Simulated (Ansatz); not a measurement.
# BaTiO3: the cost of one run

Method: DFT PBEsol, scalar-relativistic, in Ansatz 0.2.0.

## Step 1: The structure to begin with

The structure is tetragonal, space group P4/mmm (No. 123). The conventional cell has a = 4.000 Å, b = 4.000 Å, c = 4.018 Å, α = 90.00°, β = 90.00°, γ = 90.00°. Around Ba (site symmetry 4/mmm) lie 12 O at 2.83 Å. Around Ti (site symmetry 4/mmm) lie 6 O at 2.00 to 2.01 Å. Around O (site symmetry 4/mmm) lie 2 Ti at 2.01 Å and 4 Ba at 2.83 Å. O (site symmetry mmm) is surrounded by 2 Ti at 2.00 Å and 4 Ba at 2.83 Å.

Structure file:

```
CELL_PARAMETERS angstrom
3.99980 0.00000 0.00000
0.00000 3.99980 0.00000
0.00000 0.00000 4.01800
ATOMIC_POSITIONS crystal
Ba 0.00000 0.00000 0.00000
Ti 0.50000 0.50000 0.50000
O 0.50000 0.50000 0.00000
O 0.50000 0.00000 0.50000
O 0.00000 0.50000 0.50000
```

Atoms are numbered in the order of the input: Ba1, Ti2, O3, O4, O5.

## Step 2: Volume × 0.96, LAPW

Contents of input.yaml:

```yaml
crystal:
  lattice:
    - [3.945742022, 0.0, 0.0]
    - [0.0, 3.945742022, 0.0]
    - [0.0, 0.0, 3.9636960459]
  atoms:
    - { symbol: Ba, position: [0.0, 0.0, 0.0] }
    - { symbol: Ti, position: [0.5, 0.5, 0.5] }
    - { symbol: O, position: [0.5, 0.5, 0.0] }
    - { symbol: O, position: [0.5, 0.0, 0.5] }
    - { symbol: O, position: [0.0, 0.5, 0.5] }
kpoints:
  mp_grid: { grid: [7, 7, 7] }
  band_path:
    path:
      - [0.0, 0.0, 0.0]
      - [0.0, 0.5, 0.0]
      - [0.5, 0.5, 0.0]
      - [0.0, 0.0, 0.0]
      - [0.0, 0.0, 0.5]
      - [0.0, 0.5, 0.5]
      - [0.5, 0.5, 0.5]
      - [0.0, 0.0, 0.5]
      - [0.0, 0.5, 0.0]
    npoints: 5
scf:
  occupations: { method: fermi_dirac, width: 0.03 }
hamiltonian:
  xc: pbesol
  pseudopotentials: { kind: all_electron, lapw: { basis_error: 0.001 } }
output:
  forces: true
  stress: true
  eigenvalues: true
```

Command:

```console
$ ansatz run input.yaml --threads 2 --pin off --max-ram 8192MiB --backend cpu --events-out ev --progress --plain --runs-dir out
```

Q: Estimate wall time and peak memory on 2 threads of Arm Neoverse V2, shared host.

About 46 s, with a peak of 0.64 GiB.
